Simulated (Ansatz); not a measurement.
**PbSe under changes of volume**

One of the cells (58.477 Å³/atom); the others are scaled copies at fixed shape and fractional positions:

```
Pb Se
1.0
     4.41489    0.00000    0.00000
    -0.01031    4.41488    0.00000
    -2.20229   -2.20744   12.00080
Pb Se
2 2
Direct
  0.80684 0.80730 0.61844
  0.18545 0.19981 0.38238
  0.28733 0.32315 0.62319
  0.68427 0.69990 0.37796
```

```yaml
Program: Ansatz 0.2.0
Functional: LDA
Potentials_or_basis: all-electron LAPW, scalar-relativistic
Cutoff: 202 eV (chosen from the basis error)
Basis_error_allowed: 0.002 eV/atom
k_mesh: 6 × 6 × 3
Occupations: fermi-dirac, width 0.05 eV
Spin: no spin polarisation
```

```tsv
volume (Å³/atom)	energy over the lowest point (meV/atom)	largest force (eV/Å)
54.969	0.00	0.289
56.138	8.94	0.390
57.308	?	?
58.477	36.30	0.574
59.647	54.03	0.655
60.817	74.04	0.731
61.986	96.08	0.800
```

**Question.** What does the run at 57.308 Å³/atom give?

**Answer.** Energy over the lowest point 21.16 meV/atom; largest force 0.485 eV/Å.

Worked out: A Birch-Murnaghan fit of order 3 (a polynomial in V^(-2/3)) to the other rows has no minimum within the range. It gives 21.17 meV/atom at 57.308 Å³/atom, against the run's 21.16.

Energies are extrapolated to zero smearing.
